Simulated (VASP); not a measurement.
Wanted: an ASE script for a VASP 6.6.1 run.

- Task: relaxation of the atoms
- Functional: r2SCAN
- Potentials or basis: VASP PAW PBE potentials, release 64 (Mn, S)
- Cutoff: 500 eV
- k mesh: 9 × 9 × 9
- Occupations: fermi-dirac, width 0.05 eV
- Spin: collinear spin, ferromagnetic start
- Starting moments: [4.0, 0.0] μB
- Hubbard terms: Mn d U = 2 eV
- Optimiser: BFGS
- Further INCAR settings: ALGO = Normal; EDIFF = 1.00e-06

The system is MnS.

```
CELL_PARAMETERS angstrom
3.49801 0.00000 0.00000
1.74900 3.02936 0.00000
1.74900 1.00979 2.85611
ATOMIC_POSITIONS crystal
Mn 0.00180 0.99851 0.99801
S 0.75035 0.75250 0.75120
```

The cell is a database's computed one.

The cell isn't the ideal one: atoms moved at random, drawn with an rms of 0.02 Å.

One way to write it, as run:

run.py

```python
from ase.calculators.vasp import Vasp
from ase.optimize import BFGS
from ase.spacegroup import crystal

atoms = crystal(
    ['Mn', 'S'],
    basis=[[0.001796, 0.998509, 0.998013], [0.750345, 0.752496, 0.751199]],
    spacegroup=1,
    setting=1,
    cellpar=[3.49800551, 3.49800551, 3.49800551, 60.0, 60.0, 60.0],
    primitive_cell=True,
)
atoms.set_initial_magnetic_moments([4.0, 0.0])
calc = Vasp(
    directory='calc',
    xc='r2scan',
    pp='PBE',
    setups='minimal',
    prec='Accurate',
    encut=500,
    ediff=1e-06,
    ismear=-1,
    sigma=0.05,
    lreal=False,
    lasph=True,
    nelm=120,
    algo='Normal',
    isif=2,
    lwave=True,
    lcharg=False,
    ispin=2,
    lorbit=11,
    lmaxmix=4,
    ldautype=2,
    ldauprint=1,
    lmixtau=True,
    ldau_luj={'Mn': {'L': 2, 'U': 2, 'J': 0}},
    kpts=[9, 9, 9],
    gamma=True,
)
atoms.calc = calc
opt = BFGS(atoms, trajectory='relax.traj')
converged = opt.run(fmax=0.02, steps=40)
print('converged:', converged)

print('energy (eV):', atoms.get_potential_energy())
print('free energy (eV):', atoms.get_potential_energy(force_consistent=True))
print('forces (eV/A):')
print(atoms.get_forces())
print('stress (eV/A^3, Voigt):', atoms.get_stress())
print('Fermi level (eV):', calc.get_fermi_level())
print('moment (muB):', atoms.get_magnetic_moment())
print('site moments (muB):', atoms.get_magnetic_moments())
print('cell (A, degrees):', atoms.cell.cellpar())
print('volume (A^3):', atoms.get_volume())
print('scaled positions:')
print(atoms.get_scaled_positions())
```

Potentials or basis: VASP PAW PBE potentials, release 64 (Mn, S).

Launch:

```console
$ python run.py
```

Results of the run:

```
Energy gained by relaxing                             : 1.7 meV/atom
Ionic steps                                           : 3
Pressure after relaxing                               : 48.4 GPa
Band gap on the k mesh                                : none (metal or under the smearing width)
Net moment                                            : 4.32 μB per cell
Site moments                                          : Mn +4.04; S +0.00 μB
Valence electrons inside the program's atomic spheres : Mn 5.98; S 3.96
```

Caveat: the PAW data sets were made with another functional, which shifts forces and pressure a little; a cell with one magnetic atom can't hold antiferromagnetic order, which such compounds often take.

Wall time 19 min on 1 thread of Intel(R) Xeon(R) 6975P-C (Granite Rapids), on a shared host, peak memory 0.35 GiB.
